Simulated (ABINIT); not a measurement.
An input for ABINIT 10.8.3 (LiBr (Fm-3m)):

```
acell 3*1.0 Angstrom
rprim 
  0.000000000000 2.750650000000 2.750650000000
  2.750650000000 0.000000000000 2.750650000000
  2.750650000000 2.750650000000 0.000000000000
ntypat 2
znucl 3 35
natom 2
typat 1 2
xred 
  0.000000000000 0.000000000000 0.000000000000
  0.500000000000 0.500000000000 0.500000000000
pp_dirpath "pseudos"
pseudos "Li.upf, Br.upf"
ecut 33
nspinor 2
ngkpt 4 4 4
nshiftk 1
shiftk 0 0 0
kptopt 1
chksymbreak 0
istwfk *1
occopt 1
irdwfk 1
optdriver 4
nband 170
gwcalctyp 0
ecutsigx 33
symsigma 0
nkptgw 1
kptgw 
  0.0000000000 0.0000000000 0.0000000000
bdgw 
  7 16
ecuteps 5.5
irdscr 1
ppmodel 1
indata_prefix "in"
outdata_prefix "out"
tmpdata_prefix "tmp"
```

```sh
OMP_NUM_THREADS=1 mpirun -n 4 abinit run.abi > log
```

**Question.** How long will it take on 4 MPI ranks of Arm Neoverse V1, shared host, and how much memory?

It took 98 s; on shared hardware allow 49 s to 3.3 min. Peak host memory was 1.3 GiB.

[Paths, hosts, dates, memory and timing lines, banners, echoed tables and standing remarks are left out of the program output.]

[Logs are printed without paths, hosts, clocks, repeated set-up lines and the standing remarks that a program may print on its own settings, such as how far it seeks lower states.]

[Runs of the session that timed out or met a known fault of the program may be left out.]

[Hosts, paths, dates, database ids (printed as entryN), source tags and the programs' standing remarks are cut or masked in the printed files.]

[G0W0 gaps are taken among the corrected bands and points alone; a level outside them can change the order at an edge.]

[Where Ansatz stands beside ABINIT at settings called matched, ABINIT's density can come from a denser mesh and the files from another edition; pairs whose starting gaps differed by over 0.03 eV were left out, so agreement reads better than it is.]
